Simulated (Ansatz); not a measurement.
LaAlO3:
```xyz
5
Lattice="3.8124 0.0000 0.0000 0.0000 3.8124 0.0000 0.0000 0.0000 3.8124" Properties=species:S:1:pos:R:3 pbc="T T T"
La     1.9062     1.9062     1.9062
Al     0.0000     0.0000     0.0000
O      0.0000     1.9062     0.0000
O      1.9062     0.0000     0.0000
O      0.0000     0.0000     1.9062
```

Relaxed with PBE. Plane-wave PAW PBE (Ansatz code) gives a gap of 3.50 eV.

Q: What gap does HSE06 give on the same cell (Ansatz, PAW)?

A: 4.81 eV, 1.32 eV more. The hybrid was solved on a coarser mesh and at special points; its gap is the smallest among all of these.

```csv
k,v1 PBE,c1 PBE,v1 HSE06,c1 HSE06
Γ,-0.13,3.50,-0.18,4.81
R,0.00,4.35,…,…
M,-0.02,4.21,…,…
X,-1.05,4.20,…,…
```

Q: Top valence (v1) and lowest conduction level (c1) in eV from each method's valence maximum (which need not be a listed point): supply the withheld HSE06 values.

A: 
- X, v1 HSE06: -1.18
- X, c1 HSE06: 7.08
- R, v1 HSE06: 0.00
- R, c1 HSE06: 6.98
- M, v1 HSE06: -0.06
- M, c1 HSE06: 7.12

Cost on shared cores: the PBE run (SCF on a 7×7×7 mesh, then bands and DOS) very roughly 13 core-seconds, the HSE06 run (SCF on 4×4×4, then a few points) about 80 core-seconds (a rough figure); the tasks are unlike.

Space group Pm-3m (cubic perovskite). This is a known high-temperature phase of the composition, computed here at zero pressure and temperature. Symmetry was held in the PBE relaxation. At this level the phase is dynamically unstable (imaginary phonons). Spin–orbit coupling is left out wherever it is not named.

Potentials: the later of the program's two PAW sets.
